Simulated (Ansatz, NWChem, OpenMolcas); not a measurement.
**From CH4 to CF4: predicting a member**

On one C centre, n of the H ligands are replaced by F. The atomisation energy (no zero-point term) y in kJ/mol at CCSD(T)/CBS estimate. Shapes, held fixed at every level: PBE0-D4/def2-TZVP. Programs: Ansatz 0.2.0.

| molecule | n | y (kJ/mol) |
| --- | --- | --- |
| CH4 | 0 | 1759 |
| CH3F | 1 | 1769 |
| CH2F2 | 2 | ? |
| CHF3 | 3 | 1919 |
| CF4 | 4 | 1997 |

**Question.** Fit y = c + s·n to the known rows and predict CH2F2.

**Answer.** 
1. Means of the 4 rows: n = 2.00000, y = 1861.0.
2. Σ(Δn)² = 10, Σ(Δn·Δy) = 626, so the slope is 626/10 = 62.6.
3. Intercept: 1861.0 − (62.6) × 2.00000 = 1735.8. The largest residual of the fit is 29.
4. CH2F2: 1735.8 + (62.6) × 2 = 1861 kJ/mol.

The run gave 1831 kJ/mol, so the prediction is off by +30 kJ/mol, about the scatter of the fit. The steps per swap are uneven (+10, +62, +88, +78), so a line is a poor model. The slope is only an average step. Other levels give for CH2F2: HF/def2-SVP 1310; B3LYP/6-31G* (spherical functions) 1827; r2SCAN0-D4/def2-TZVPP 1784 kJ/mol. The series runs otherwise at B3LYP/6-31G* (spherical functions), BHLYP-D4/def2-TZVPP, CCSD(T)/def2-SVP, CCSD/def2-TZVPP, HF/def2-SVP, HF/def2-TZVPP. The CBS estimate extrapolates MP2 from def2-TZVPP and def2-QZVPP and adds CCSD(T) − MP2 in the triple-zeta set, cores frozen.
